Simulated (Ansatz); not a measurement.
Run on F (diamond type): DFT, PBE, all-electron PAW with datasets made for the crystal, scalar-relativistic (Ansatz 0.2.0). This run: the series' base cell.

The cell comes from a relaxation on PAW files under the same functional, begun from a prototype that needn't be the stable phase.

Command: `ansatz run input.yaml --threads 1 --pin off --max-ram 2048MiB --backend cpu --events-out ev --progress --plain --runs-dir out` It took 6.6 s on 1 thread of Arm Neoverse V1 (shared host), peak memory 0.35 GiB.

```yaml
crystal:
  lattice:
    - [0.0, 2.4373452414, 2.4373452414]
    - [2.4373452414, 0.0, 2.4373452414]
    - [2.4373452414, 2.4373452414, 0.0]
  atoms:
    - { symbol: F, position: [-0.125, -0.125, -0.125] }
    - { symbol: F, position: [0.125, 0.125, 0.125] }
kpoints:
  mp_grid: { grid: [13, 13, 13] }
scf:
  occupations: { method: fermi_dirac, width: 0.05 }
hamiltonian:
  xc: pbe
  pseudopotentials: { kind: all_electron, datasets: crystal }
output:
  forces: true
  stress: true
  eigenvalues: true
```

Output:

```
hamiltonian.pseudopotentials.datasets: crystal makes datasets for this crystal and solves the spheres of its atoms anew in each pass: cutoff 320.0 eV, the density's 1280.0 eV; for an error of 0.50 meV an atom under PBE, 1.0 meV for the cell; an energy difference from a run of another recipe may be off by several times the error for the cell, under r2SCAN by more, where some 0.1 meV an atom stays at smaller errors; F in spheres of 1.053 Å, 7 of its electrons in bands
Engine: ansatz 0.2.0
Pseudopotentials: kind: all_electron
Pseudopotential: F, paw, valence charge 7, recommended cutoff 320 eV (normal), crystal/all_electron/pbe/scalar/gaussian/F, Koelling and Harmon's equation, gaussian nucleus
Functional definition: PBE
  parameter kappa = 0.804
  parameter beta = 0.06672455060314922
  exchange = pbe_x(kappa = kappa, mu = beta*pi^2/3)
  correlation = pbe_c(beta = beta)
Crystal: 2 atoms, lattice volume = 28.959 Å³
Basis set: ecut = 320 eV, 339 PW (Γ), exchange–correlation on 48×48×48 points (8 copies of the dense FFT grid, shifted against one another)
Bands: 11, of which v1, the nominal top of the filled ones, is band 7 counted from 1 (6 counted from 0)
Symmetry: 48 space group operations
Space group: Fd-3m (ITA 227), of the structure as read, at distance tolerance 3.1e-5 Å
k-points: 84 of 2197
Non-local potential: F, projectors of the file, l = 0: 2, l = 1: 2
PAW form: soft (Blöchl's): semilocal exchange-correlation on the pseudo side does not see the compensation charge
PAW one-centre angular grid: F, 110 points (default); XC on its mesh's 1947 points in the sphere
Initial density: superposition of atomic densities (neutral atoms: chi_scale 0, normalization atom)
Initial wavefunctions: pseudopotential atomic-orbital guess
Functional: x = pbe(κ = 0.804, μ = 0.2195149727645171), c = pbe(β = 0.06672455060314922)
iter 1 solved again at ethr=4.27e-6 eV; its pass at ethr=1.00e-1 eV (dr2=5.98e-4 eV) is discarded
SCF iter   1: F=—  HF=-5430.274440 eV  |F-HF|=—  |Δ(HF+E_count)|=         —  Δρ=2.56e-3  dr2=1.01e-3  ethr=4.27e-6  ⟨swp⟩=7.2  Hψ=6884  notcnv=0
preconditioner: auto → LDOS  [metal: Δε(μ)=0.007 eV  Ē_g=20.037 eV  σ=0.050 eV  W_gap=0.03  n_scr=8 (ndim 8)  ℏωp=25.8 eV  f_vac=0.282  D(μ)=6.46/eV (n_scr^D=136)  β→1.0]
SCF iter   2: F=—  HF=-5430.266261 eV  |F-HF|=—  |Δ(HF+E_count)|=   8.18e-3  Δρ=1.54e-3  dr2=3.31e-4  ethr=4.27e-6  ⟨swp⟩=3.0  Hψ=2503  notcnv=0
iter 3 solved again at ethr=9.26e-8 eV; its pass at ethr=2.36e-6 eV (dr2=1.30e-5 eV) is discarded
SCF iter   3: F=—  HF=-5430.267177 eV  |F-HF|=—  |Δ(HF+E_count)|=   9.15e-4  Δρ=2.22e-4  dr2=1.29e-5  ethr=9.26e-8  ⟨swp⟩=2.0  Hψ=3868  notcnv=0
SCF iter   4: F=—  HF=-5430.266948 eV  |F-HF|=—  |Δ(HF+E_count)|=   2.29e-4  Δρ=1.55e-4  dr2=5.58e-6  ethr=9.20e-8  ⟨swp⟩=2.0  Hψ=1597  notcnv=0
SCF iter   5: F=—  HF=-5430.266946 eV  |F-HF|=—  |Δ(HF+E_count)|=   1.91e-6  Δρ=3.83e-5  dr2=1.97e-7  ethr=3.99e-8  ⟨swp⟩=3.0  Hψ=2194  notcnv=0
SCF iter   6: F=—  HF=-5430.266946 eV  |F-HF|=—  |Δ(HF+E_count)|=   1.80e-7  Δρ=1.37e-5  dr2=2.03e-8  ethr=1.41e-9  ⟨swp⟩=2.0  Hψ=1596  notcnv=0
SCF iter   7: F=-5430.266946 eV  HF=-5430.266946 eV  |F-HF|=2.24e-10  |Δ(HF+E_count)|=   1.87e-8  Δρ=2.99e-6  dr2=8.65e-10  ethr=1.45e-10  ⟨swp⟩=3.0  Hψ=1968  notcnv=0
SCF 1 converged in 7 iterations: F = -5430.266946 eV  dr2 = 8.65e-10
  Residual-converged pass: ⟨swp⟩=2.4  Hψ=1407  notcnv=0  max |occ|·‖R‖ = 5.3e-6 eV (tolerance 5.3e-6 eV)  dr2=8.70e-10  dr2_onsite=3.37e-9  max |Δocc| = 7.2e-12
  greatest PAW one-centre occupation: 0.965 electrons in one spin orbital (limit 2), on the F atom at site 1 (counted from 0), in its partial waves of l = 0
SCF converged after 7 iterations
Free energy (F): -5430.266946 eV
Harris-Foulkes:  -5430.266946 eV  (|F-HF|=2.24e-10)
Internal energy: -5430.214080 eV  (E = F + TS)
E sigma→0 (E₀):  -5430.240513 eV
Entropy (-TS):   -0.052866 eV (-26.433 meV/atom)
Past the cutoff: the bands carry plane waves up to 1.75 times it, of which those up to 1.5 times it add -0.000177 eV an atom, each by itself; the spheres take 0.000286 eV an atom off the energy for waves past 1.75 times it
By the cutoff:   a pressure is off by up to 0.008 GPa (1.2 times the spheres' own share and the shells' term, over an atom's volume, and 0.004 GPa: a bound that held against runs at twice the plane waves)
Past the cutoffs: a stress includes 0.0022 GPa for waves and charges beyond them, in addition to the slope of what the spheres take
In the spheres:  the bands' charges fall short by 1.9e-6 e at most (sound up to 1e-3)
Fermi energy:    -3.194211 eV
--- Per-component energies (eV) ---
  E_band       = -147.127943
  E_kinetic    = 206.982051
  E_local      = -896.819540  (includes V_loc(G=0)·N_el)
  E_nonlocal   = -44.587459
  E_hartree    = 442.771837
  E_xc         = -81.407445
  E_vxc        = -105.349439  (∫ρ·V_xc dr)
  E_paw        = -5488.418324  (= ΣΔE_a)
  E_vpaw       = -1403.869104  (= ΣTr[D̂ρ^β])
  E_ewald      = -779.707170
  E_smearing   = -0.052866  (= −TS)
  E_closure    = 1210.971970  (closes the sum)
  Σ components = -5430.266946   (vs F -5430.266946, Δ=0.00e0)
  The terms above E_closure are by the made datasets' own strengths, without shells solved beside the bands.
--- Forces (eV/Å), atoms counted from 1 ---
  atom   1  F     -0.00000000     0.00000000    -0.00000000
  atom   2  F     -0.00000000     0.00000000     0.00000000
  max |Σ_I F_I| component: 2.31e-18 eV/Å
--- Stress (GPa, compression-positive) ---
       -0.048225       0.000000       0.000000
        0.000000      -0.048225      -0.000000
       -0.000000       0.000000      -0.048225
  P = ⅓ Tr σ = -0.0482 GPa (-0.482 kbar)
--- Band table (eV; the first three rows and the last of 84) ---
  k-point 0: bands = ["-25.1534", "-22.3776", "-5.6668", "-5.6668", "-5.6668", "-3.8961", "-3.8961", "-3.8961", "6.7992"]
  k-point 1: bands = ["-25.1246", "-22.4105", "-5.7073", "-5.6996", "-5.6996", "-3.8862", "-3.8624", "-3.8624", "6.9503"]
  k-point 2: bands = ["-25.0412", "-22.5052", "-5.8273", "-5.7844", "-5.7844", "-3.8439", "-3.7750", "-3.7750", "7.3793"]
  k-point 83: bands = ["-23.9320", "-23.6863", "-6.8189", "-6.6844", "-4.9407", "-4.6427", "-3.0348", "-2.9895", "11.5416"]
```

Next run (volume at 0.92 of the series' base cell), as changes to the input before:

```diff
   lattice:
-    - [0.0, 2.4373452414, 2.4373452414]
-    - [2.4373452414, 0.0, 2.4373452414]
-    - [2.4373452414, 2.4373452414, 0.0]
+    - [0.0, 2.3705347475, 2.3705347475]
+    - [2.3705347475, 0.0, 2.3705347475]
+    - [2.3705347475, 2.3705347475, 0.0]
   atoms:
```

Results part of the output:

```
SCF 1 converged in 6 iterations: F = -5430.241023 eV  dr2 = 1.23e-9
  Residual-converged pass: ⟨swp⟩=2.3  Hψ=1549  notcnv=0  max |occ|·‖R‖ = 5.2e-6 eV (tolerance 5.3e-6 eV)  dr2=1.28e-9  dr2_onsite=8.08e-10  max |Δocc| = 6.5e-11
  greatest PAW one-centre occupation: 0.960 electrons in one spin orbital (limit 2), on the F atom at site 1 (counted from 0), in its partial waves of l = 0
SCF converged after 6 iterations
Free energy (F): -5430.241023 eV
Harris-Foulkes:  -5430.241023 eV  (|F-HF|=3.47e-10)
Internal energy: -5430.194453 eV  (E = F + TS)
E sigma→0 (E₀):  -5430.217738 eV
Entropy (-TS):   -0.046570 eV (-23.285 meV/atom)
Past the cutoff: the bands carry plane waves up to 1.75 times it, of which those up to 1.5 times it add -0.000180 eV an atom, each by itself; the spheres take 0.000297 eV an atom off the energy for waves past 1.75 times it
By the cutoff:   a pressure is off by up to 0.008 GPa (1.2 times the spheres' own share and the shells' term, over an atom's volume, and 0.004 GPa: a bound that held against runs at twice the plane waves)
Past the cutoffs: a stress includes 0.0025 GPa for waves and charges beyond them, in addition to the slope of what the spheres take
In the spheres:  the bands' charges fall short by 1.5e-6 e at most (sound up to 1e-3)
Fermi energy:    -2.371812 eV
--- Per-component energies (eV) ---
  E_band       = -139.223459
  E_kinetic    = 227.556140
  E_local      = -888.623992  (includes V_loc(G=0)·N_el)
  E_nonlocal   = -36.482711
  E_hartree    = 435.776196
  E_xc         = -89.133561
  E_vxc        = -115.402487  (∫ρ·V_xc dr)
  E_paw        = -5461.878460  (= ΣΔE_a)
  E_vpaw       = -1382.098141  (= ΣTr[D̂ρ^β])
  E_ewald      = -801.682221
  E_smearing   = -0.046570  (= −TS)
  E_closure    = 1184.274157  (closes the sum)
  Σ components = -5430.241023   (vs F -5430.241023, Δ=0.00e0)
  The terms above E_closure are by the made datasets' own strengths, without shells solved beside the bands.
--- Forces (eV/Å), atoms counted from 1 ---
  atom   1  F      0.00000000     0.00000000     0.00000000
  atom   2  F      0.00000000     0.00000000    -0.00000000
  max |Σ_I F_I| component: 4.63e-18 eV/Å
--- Stress (GPa, compression-positive) ---
        3.977405       0.000000      -0.000000
       -0.000000       3.977405       0.000000
       -0.000000      -0.000000       3.977405
  P = ⅓ Tr σ = 3.9774 GPa (39.774 kbar)
--- Band table (eV; the first three rows and the last of 84) ---
  k-point 0: bands = ["-24.8396", "-21.5345", "-5.1571", "-5.1571", "-5.1571", "-3.1856", "-3.1856", "-3.1856", "7.7079"]
  k-point 1: bands = ["-24.8058", "-21.5745", "-5.2034", "-5.1947", "-5.1947", "-3.1722", "-3.1464", "-3.1464", "7.8690"]
  k-point 2: bands = ["-24.7077", "-21.6896", "-5.3406", "-5.2916", "-5.2916", "-3.1177", "-3.0455", "-3.0455", "8.3238"]
  k-point 83: bands = ["-23.3981", "-23.1069", "-6.4770", "-6.3215", "-4.3166", "-3.9811", "-2.1924", "-2.1418", "12.4983"]
```

Next run (volume at 0.45 of the series' base cell), as changes to the input before:

```diff
   lattice:
-    - [0.0, 2.3705347475, 2.3705347475]
-    - [2.3705347475, 0.0, 2.3705347475]
-    - [2.3705347475, 2.3705347475, 0.0]
+    - [0.0, 1.8677606485, 1.8677606485]
+    - [1.8677606485, 0.0, 1.8677606485]
+    - [1.8677606485, 1.8677606485, 0.0]
   atoms:
```

Results part of the output:

```
SCF 1 converged in 6 iterations: F = -5425.115443 eV  dr2 = 2.01e-9
  Residual-converged pass: ⟨swp⟩=3.0  Hψ=1743  notcnv=0  max |occ|·‖R‖ = 5.2e-6 eV (tolerance 5.3e-6 eV)  dr2=2.03e-9  dr2_onsite=4.13e-9  max |Δocc| = 2.5e-10
  greatest PAW one-centre occupation: 0.905 electrons in one spin orbital (limit 2), on the F atom at site 1 (counted from 0), in its partial waves of l = 0
SCF converged after 6 iterations
Free energy (F): -5425.115443 eV
Harris-Foulkes:  -5425.115443 eV  (|F-HF|=1.68e-8)
Internal energy: -5425.098778 eV  (E = F + TS)
E sigma→0 (E₀):  -5425.107111 eV
Entropy (-TS):   -0.016666 eV (-8.333 meV/atom)
Past the cutoff: the bands carry plane waves up to 1.75 times it, of which those up to 1.5 times it add -0.000053 eV an atom, each by itself; the spheres take 0.000077 eV an atom off the energy for waves past 1.75 times it
By the cutoff:   a pressure is off by up to 0.006 GPa (1.2 times the spheres' own share and the shells' term, over an atom's volume, and 0.004 GPa: a bound that held against runs at twice the plane waves)
Past the cutoffs: a stress includes 0.0008 GPa for waves and charges beyond them, in addition to the slope of what the spheres take
In the spheres:  the bands' charges fall short by 1.2e-6 e at most (sound up to 1e-3)
Fermi energy:    8.697265 eV
--- Per-component energies (eV) ---
  E_band       = -35.231359
  E_kinetic    = 455.901058
  E_local      = -733.582289  (includes V_loc(G=0)·N_el)
  E_nonlocal   = -73.944898
  E_hartree    = 339.600213
  E_xc         = -162.206418
  E_vxc        = -210.820941  (∫ρ·V_xc dr)
  E_paw        = -5273.855286  (= ΣΔE_a)
  E_vpaw       = -1192.456244  (= ΣTr[D̂ρ^β])
  E_ewald      = -1017.483457
  E_smearing   = -0.016666  (= −TS)
  E_closure    = 1040.472298  (closes the sum)
  Σ components = -5425.115443   (vs F -5425.115443, Δ=0.00e0)
  The terms above E_closure are by the made datasets' own strengths, without shells solved beside the bands.
--- Forces (eV/Å), atoms counted from 1 ---
  atom   1  F      0.00000000    -0.00000000     0.00000000
  atom   2  F     -0.00000000     0.00000000     0.00000000
  max |Σ_I F_I| component: 2.31e-18 eV/Å
--- Stress (GPa, compression-positive) ---
      219.747553       0.000000       0.000000
        0.000000     219.747553      -0.000000
        0.000000      -0.000000     219.747553
  P = ⅓ Tr σ = 219.7476 GPa (2197.476 kbar)
--- Band table (eV; the first three rows and the last of 84) ---
  k-point 0: bands = ["-21.7088", "-9.4081", "1.5847", "1.5847", "1.5847", "6.0200", "6.0200", "6.0200", "19.6859"]
  k-point 1: bands = ["-21.6052", "-9.6352", "1.4756", "1.4756", "1.5108", "6.1309", "6.1464", "6.1464", "19.9520"]
  k-point 2: bands = ["-21.3013", "-10.2669", "1.2025", "1.2025", "1.2708", "6.4649", "6.4649", "6.4978", "20.6535"]
  k-point 83: bands = ["-17.0182", "-16.0420", "-2.2008", "-1.7312", "4.7571", "5.5196", "9.0835", "9.1572", "23.9756"]
```

The structure type is held throughout; the real material can change phase at far lower pressure.
